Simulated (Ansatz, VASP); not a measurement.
# Ta in VASP and in Ansatz

```
Ta
1.0
    -1.66094    1.66094    1.66094
     1.66094   -1.66094    1.66094
     1.66094    1.66094   -1.66094
Ta
1
Direct
  0.00000 0.00000 0.00000
```

Alike in both runs: functional PBE; k mesh 18 × 18 × 18; occupations fermi-dirac, width 0.15 eV; no spin polarisation.

Ansatz relaxed the structure, and its values are those at the end. VASP's run is a single point on that final structure, the one shown.

|  | VASP | Ansatz |
| --- | --- | --- |
| version | VASP 6.6.1 | Ansatz 0.2.0 |
| potentials or method | VASP PAW PBE potentials, release 64 (Ta_pv) | scalar-relativistic, plane waves, PAW |
| plane-wave cutoff (eV) | 520 | 420 |
| valence electrons in the cell | 11 | 13 |

```tsv
	VASP	Ansatz	Ansatz less VASP
gap on the k mesh at the Fermi level (eV)	none	none	-
pressure (GPa)	0.0	0.0	-0.05
```

A gap of «none» marks a metal or a gap that the smearing closes. With one functional, cell and mesh, what is left measures potentials, basis and numerics. The two sets of potentials don't hold the same shells in valence.

Spin-orbit coupling is left out, which matters for the levels of Ta.
